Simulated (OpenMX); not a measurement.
# AlN (P6_3mc) in OpenMX: further runs, part 2 of 2

OpenMX 3.8.5. The steps go on from the part before.

**3. Single point, LDA, 10.45 Å³/atom**

AlN.dat

```
System.CurrrentDirectory             ./
System.Name                          AlN
DATA.PATH                            ./DFT_DATA13
level.of.stdout                      1
level.of.fileout                     0
Species.Number                       2
<Definition.of.Atomic.Species
  Al  Al7.0-s2p2d1           Al_CA13
  N   N6.0-s2p2d1            N_CA13
Definition.of.Atomic.Species>

Atoms.Number                         4
Atoms.SpeciesAndCoordinates.Unit     FRAC
<Atoms.SpeciesAndCoordinates
    1  Al    0.6666666667    0.3333333333    0.5000000000   1.500  1.500
    2  Al    0.3333333333    0.6666666667    0.0000000000   1.500  1.500
    3  N     0.6666666667    0.3333333333    0.8800000000   2.500  2.500
    4  N     0.3333333333    0.6666666667    0.3800000000   2.500  2.500
Atoms.SpeciesAndCoordinates>

Atoms.UnitVectors.Unit               Ang
<Atoms.UnitVectors
     3.1130000000    0.0000000000    0.0000000000
    -1.5565000000    2.6959370820    0.0000000000
     0.0000000000    0.0000000000    4.9810000000
Atoms.UnitVectors>

scf.XcType                           LDA
scf.SpinPolarization                 off
scf.ElectronicTemperature            580.226
scf.energycutoff                     400.0
scf.maxIter                          100
scf.EigenvalueSolver                 band
scf.Kgrid                            11 11 7
scf.Mixing.Type                      rmm-diisk
scf.Init.Mixing.Weight               0.05
scf.Min.Mixing.Weight                0.001
scf.Max.Mixing.Weight                0.3
scf.Mixing.History                   25
scf.Mixing.StartPulay                8
scf.criterion                        1.0e-8
MD.Type                              nomd
```

Potentials or basis: OpenMX 2013 LDA set, Al7.0-s2p2d1, N6.0-s2p2d1, fixed grid of 32 × 32 × 60 points.

Command:

```bash
$ openmx AlN.dat -nt 1 > AlN.std
```

Wall time 2.5 min (1 thread of Arm Neoverse V1, shared host); peak memory 0.78 GiB.

The run converged. Its results:

* Free energy: -687.0785 eV
* Largest force: 0.063 eV/Å
* Band gap on the k mesh: 4.93 eV, direct
* Mulliken charges: Al +0.87; N -0.87 e

Caveat: Mulliken charges move with the basis; an odd mesh through Γ misses points on the zone boundary, where band edges often lie; the basis of atomic orbitals isn't converged, which shifts pressures, moduli and gaps.

**4. Single point, LDA, 10.24 Å³/atom (volume scaled by 0.98)**

Edit AlN.dat of step 3 so:

```diff
@@ -22,5 +22,5 @@
 <Atoms.UnitVectors
-     3.1130000000    0.0000000000    0.0000000000
-    -1.5565000000    2.6959370820    0.0000000000
-     0.0000000000    0.0000000000    4.9810000000
+     3.0921067530    0.0000000000    0.0000000000
+    -1.5460533765    2.6778429994    0.0000000000
+     0.0000000000    0.0000000000    4.9475694625
 Atoms.UnitVectors>
@@ -30,3 +30,2 @@
 scf.ElectronicTemperature            580.226
-scf.energycutoff                     400.0
 scf.maxIter                          100
@@ -42 +41,3 @@
 MD.Type                              nomd
+scf.Ngrid                            32 32 60
+scf.energycutoff                     400.0
```

Command:

```bash
$ openmx AlN.dat -nt 1 > AlN.std
```

Wall time 2.5 min (1 thread of Arm Neoverse V1, shared host); peak memory 0.8 GiB.

The run converged. Its results:

```yaml
Free_energy: -687.0946 eV
Largest_force: 0.078 eV/Å
Band_gap_on_the_k_mesh: 5.02 eV, indirect (least direct gap 5.14 eV)
Mulliken_charges: Al +0.88; N -0.88 e
```

Caveat: Mulliken charges move with the basis; an odd mesh through Γ misses points on the zone boundary, where band edges often lie; the basis of atomic orbitals isn't converged, which shifts pressures, moduli and gaps.

**5. Single point, LDA, 10.66 Å³/atom (volume scaled by 1.02)**

Edit AlN.dat of step 4 so:

```diff
@@ -22,5 +22,5 @@
 <Atoms.UnitVectors
-     3.0921067530    0.0000000000    0.0000000000
-    -1.5460533765    2.6778429994    0.0000000000
-     0.0000000000    0.0000000000    4.9475694625
+     3.1336164949    0.0000000000    0.0000000000
+    -1.5668082474    2.7137914903    0.0000000000
+     0.0000000000    0.0000000000    5.0139877163
 Atoms.UnitVectors>
```

Command:

```bash
$ openmx AlN.dat -nt 1 > AlN.std
```

Wall time 2.5 min (1 thread of Arm Neoverse V1, shared host); peak memory 0.77 GiB.

Results (log left out):

* Free energy: -687.0421 eV
* Largest force: 0.049 eV/Å
* Band gap on the k mesh: 4.73 eV, direct
* Mulliken charges: Al +0.86; N -0.86 e

Caveat: Mulliken charges move with the basis; an odd mesh through Γ misses points on the zone boundary, where band edges often lie; the basis of atomic orbitals isn't converged, which shifts pressures, moduli and gaps.

**6. Single point, LDA, 10.03 Å³/atom (volume scaled by 0.96)**

Edit AlN.dat of step 5 so:

```diff
@@ -22,5 +22,5 @@
 <Atoms.UnitVectors
-     3.1336164949    0.0000000000    0.0000000000
-    -1.5668082474    2.7137914903    0.0000000000
-     0.0000000000    0.0000000000    5.0139877163
+     3.0709272750    0.0000000000    0.0000000000
+    -1.5354636375    2.6595010333    0.0000000000
+     0.0000000000    0.0000000000    4.9136809369
 Atoms.UnitVectors>
```

Potentials or basis: OpenMX 2013 LDA set, Al7.0-s2p2d1, N6.0-s2p2d1, fixed grid of 32 × 32 × 60 points.

Command:

```bash
$ openmx AlN.dat -nt 1 > AlN.std
```

Run time: 2.5 min. Hardware: 1 thread of Arm Neoverse V1, shared host; peak memory 0.81 GiB.

It converged, with:

* Free energy: -687.0884 eV
* Largest force: 0.094 eV/Å
* Band gap on the k mesh: 5.04 eV, indirect (least direct gap 5.36 eV)
* Mulliken charges: Al +0.88; N -0.88 e

Caveat: Mulliken charges move with the basis; an odd mesh through Γ misses points on the zone boundary, where band edges often lie; the basis of atomic orbitals isn't converged, which shifts pressures, moduli and gaps.

**7. Single point, LDA, 10.87 Å³/atom (volume scaled by 1.04)**

Edit AlN.dat of step 6 so:

```diff
@@ -22,5 +22,5 @@
 <Atoms.UnitVectors
-     3.0709272750    0.0000000000    0.0000000000
-    -1.5354636375    2.6595010333    0.0000000000
-     0.0000000000    0.0000000000    4.9136809369
+     3.1539652241    0.0000000000    0.0000000000
+    -1.5769826120    2.7314140067    0.0000000000
+     0.0000000000    0.0000000000    5.0465469904
 Atoms.UnitVectors>
```

Command:

```bash
$ openmx AlN.dat -nt 1 > AlN.std
```

Wall time 2.4 min (1 thread of Arm Neoverse V1, shared host); peak memory 0.75 GiB.

It converged, with:

```
Free energy            : -686.9876 eV
Largest force          : 0.036 eV/Å
Band gap on the k mesh : 4.54 eV, direct
Mulliken charges       : Al +0.86; N -0.86 e
```

Caveat: Mulliken charges move with the basis; an odd mesh through Γ misses points on the zone boundary, where band edges often lie; the basis of atomic orbitals isn't converged, which shifts pressures, moduli and gaps.

**8. Single point, LDA, 9.82 Å³/atom (volume scaled by 0.94)**

Edit AlN.dat of step 7 so:

```diff
@@ -22,5 +22,5 @@
 <Atoms.UnitVectors
-     3.1539652241    0.0000000000    0.0000000000
-    -1.5769826120    2.7314140067    0.0000000000
-     0.0000000000    0.0000000000    5.0465469904
+     3.0494515564    0.0000000000    0.0000000000
+    -1.5247257782    2.6409025155    0.0000000000
+     0.0000000000    0.0000000000    4.8793184075
 Atoms.UnitVectors>
```

Command:

```bash
$ openmx AlN.dat -nt 1 > AlN.std
```

It took 2.6 min on 1 thread of Arm Neoverse V1, shared host; peak memory 0.83 GiB.

Results (log left out):

- Free energy: -687.0574 eV
- Largest force: 0.111 eV/Å
- Band gap on the k mesh: 5.04 eV, indirect (least direct gap 5.58 eV)
- Mulliken charges: Al +0.89; N -0.89 e

Caveat: Mulliken charges move with the basis; an odd mesh through Γ misses points on the zone boundary, where band edges often lie; the basis of atomic orbitals isn't converged, which shifts pressures, moduli and gaps.

**9. Single point, LDA, 11.08 Å³/atom (volume scaled by 1.06)**

Edit AlN.dat of step 8 so:

```diff
@@ -22,5 +22,5 @@
 <Atoms.UnitVectors
-     3.0494515564    0.0000000000    0.0000000000
-    -1.5247257782    2.6409025155    0.0000000000
-     0.0000000000    0.0000000000    4.8793184075
+     3.1740547162    0.0000000000    0.0000000000
+    -1.5870273581    2.7488120173    0.0000000000
+     0.0000000000    0.0000000000    5.0786914685
 Atoms.UnitVectors>
```

Potentials or basis: OpenMX 2013 LDA set, Al7.0-s2p2d1, N6.0-s2p2d1, fixed grid of 32 × 32 × 60 points.

Command:

```bash
$ openmx AlN.dat -nt 1 > AlN.std
```

Run time: 2.3 min. Hardware: 1 thread of Arm Neoverse V1, shared host; peak memory 0.74 GiB.

It converged, with:

```
Free energy            : -686.9167 eV
Largest force          : 0.024 eV/Å
Band gap on the k mesh : 4.35 eV, direct
Mulliken charges       : Al +0.85; N -0.85 e
```

Caveat: Mulliken charges move with the basis; an odd mesh through Γ misses points on the zone boundary, where band edges often lie; the basis of atomic orbitals isn't converged, which shifts pressures, moduli and gaps.

**10. Equation of state, LDA**

This step only gathers the single runs of the series.

It converged, with:

```yaml
Equilibrium_volume: 10.19 Å³/atom
Bulk_modulus_at_fixed_shape_and_positions: 214 GPa
Pressure_derivative_of_the_bulk_modulus: 4.1
```

Energy against volume, from the lowest point:
```csv
volume (Å³/atom),energy (meV/atom)
9.824,9.29
10.033,1.54
10.242,0.00
10.451,4.03
10.660,13.12
10.869,26.75
11.078,44.47
```

Caveat: volumes in these bases differ from converged ones by about 1 %, for some elements by several; the cell was scaled at fixed shape and fractional positions, which overstates the stiffness of a crystal with free parameters, most of all of layers and chains; the basis of atomic orbitals isn't converged, which shifts pressures, moduli and gaps.

**11. How close it comes**

Step 2. Against the measured gap of AlN, 6.034 eV (an exciton energy, a little under the gap; 10 K; quoted in “Self-assembly of well-separated AlN nanowires directly on sputtered metallic TiN films”, 2019, arxiv:1910.07391), the calculated 4.89 eV is off by -1.15 eV. 2 values of this kind are on record (6.034 to 6.0343 eV); this one was drawn at random. The value is that of LDA in an atomic basis (OpenMX 2013 LDA set, Al7.0-s2p2d1, N6.0-s2p2d1, grid cutoff 400 Ry), whose error adds to the functional's,, without temperature or zero-point motion. Semilocal functionals fall short of measured gaps as a rule.
